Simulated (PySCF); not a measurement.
**Frontier levels across methods**

Compound: norbornadiene, C₇H₈.
Cartesian coordinates in Å at the PBE0-D3(BJ)/def2-SVP level; atoms count from 1:
```
atom  x, y, z in Å
C1     1.320    0.534   -0.464
C2     1.225   -0.798   -0.402
C3    -0.112   -1.120    0.281
C4    -1.230   -0.634   -0.651
C5    -1.135    0.697   -0.714
C6     0.047    1.104    0.176
C7    -0.137    0.050    1.295
H8     2.105    1.131   -0.929
H9     1.915   -1.540   -0.805
H10   -0.219   -2.140    0.671
H11   -1.918   -1.285   -1.193
H12   -1.727    1.386   -1.318
H13    0.088    2.161    0.470
H14   -1.097    0.143    1.825
H15    0.701    0.023    2.008
```

Basis pcSseg-1 throughout (PySCF), one geometry. Isolated species at its PBE0-D3(BJ)/def2-SVP geometry, gas phase.

**Question.** How do the orbital energies, the gap and the dipole change with the method?

**Answer.** 
```tsv
method	kind	HOMO (eV)	LUMO (eV)	gap (eV)	μ (D)	SCF cycles
BLYP	GGA	-5.22	-1.14	4.09	0.03	15
KT3	GGA	-5.38	-1.24	4.14	0.02	13
OPBE	GGA	-5.38	-1.18	4.20	0.03	15
BP86	GGA	-5.50	-1.40	4.10	0.04	14
PBE0	global hybrid	-6.49	-0.31	6.18	0.03	13
mPW1PW91	global hybrid	-6.51	-0.32	6.19	0.03	12
wB97X-D	range-separated hybrid	-8.34	1.51	9.85	0.04	12
LC-wPBE	range-separated hybrid	-9.23	2.00	11.23	0.04	12
```

The HOMO spans 4.01 eV, from BLYP down to LC-wPBE, and the gap runs from 4.09 eV (BLYP) to 11.23 eV (LC-wPBE). The dipole ranges from 0.02 D (KT3) to 0.04 D (wB97X-D). This basis has no diffuse functions.

The vertical ΔSCF ionisation energy at CAM-B3LYP/def2-SVPD is 8.60 eV; −ε(HOMO) comes closest to it with wB97X-D (8.34 eV).
